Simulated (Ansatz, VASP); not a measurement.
## One calculation of ZrS, two programs

INCAR

```
SYSTEM = ZrS
PREC = Accurate
ENCUT = 600
EDIFF = 1E-6
ISMEAR = 0
SIGMA = 0.1
LREAL = .FALSE.
LASPH = .TRUE.
NELM = 60
ALGO = Normal
ISIF = 3
LWAVE = .FALSE.
LCHARG = .FALSE.
GGA = PS
IBRION = 2
NSW = 80
EDIFFG = -0.01
```

KPOINTS

```
Automatic mesh
0
G
  8 8 8
  0 0 0
```

POSCAR

```
ZrS
1.0
    0.0000000000      2.6250000000      2.6250000000
    2.6250000000      0.0000000000      2.6250000000
    2.6250000000      2.6250000000      0.0000000000
Zr S
1 1
Direct
    0.0000000000      0.0000000000      0.0000000000
    0.5000000000      0.5000000000      0.5000000000
```

Input for Ansatz:

```yaml
crystal:
  lattice:
    - [0.0, 2.625, 2.625]
    - [2.625, 0.0, 2.625]
    - [2.625, 2.625, 0.0]
  atoms:
    - { symbol: Zr, position: [0.0, 0.0, 0.0] }
    - { symbol: S, position: [0.5, 0.5, 0.5] }
basis:
  ecutwfc: 420
kpoints:
  mp_grid: { grid: [8, 8, 8] }
hamiltonian:
  xc: pbesol
scf:
  occupations: { method: gaussian, width: 0.1 }
output:
  forces: true
  stress: true
  eigenvalues: true
relax:
  adjacent_minimum: "off"
  f_tol: 0.01
  max_steps: 60
  cell: { stress_tol: 0.05 }
```

Alike in both runs: task relaxation of cell and atoms; functional PBEsol; k mesh 8 × 8 × 8; occupations gaussian, width 0.1 eV; no spin polarisation.

|  | VASP | Ansatz |
| --- | --- | --- |
| version | VASP 6.6.1 | Ansatz 0.2.0 |
| potentials or method | VASP PAW PBE potentials, release 64 (Zr_sv, S) | scalar-relativistic, plane waves, PAW |
| plane-wave cutoff (eV) | 600 | 420 |
| valence electrons in the cell | 18 | 18 |

Ansatz gave:

* gap on the k mesh at the Fermi level, each at its own relaxed structure (eV): none
* relaxed volume (Å³/atom): 17.22
* relaxed cell length with the largest relative difference (Å): 3.652
* energy change over the relaxation (meV/atom): -19

**Question.** What did VASP give for the same quantities?

**Answer.** gap on the k mesh at the Fermi level, each at its own relaxed structure (eV): none; relaxed volume (Å³/atom): 17.26; relaxed cell length with the largest relative difference (Å): 3.655; energy change over the relaxation (meV/atom): -17.

A gap of «none» marks a metal or a gap that the smearing closes.

Caveats: the bands computed are all filled at some k points, so no gap is given; the PAW data sets were made with another functional, which shifts forces and pressure a little (VASP).
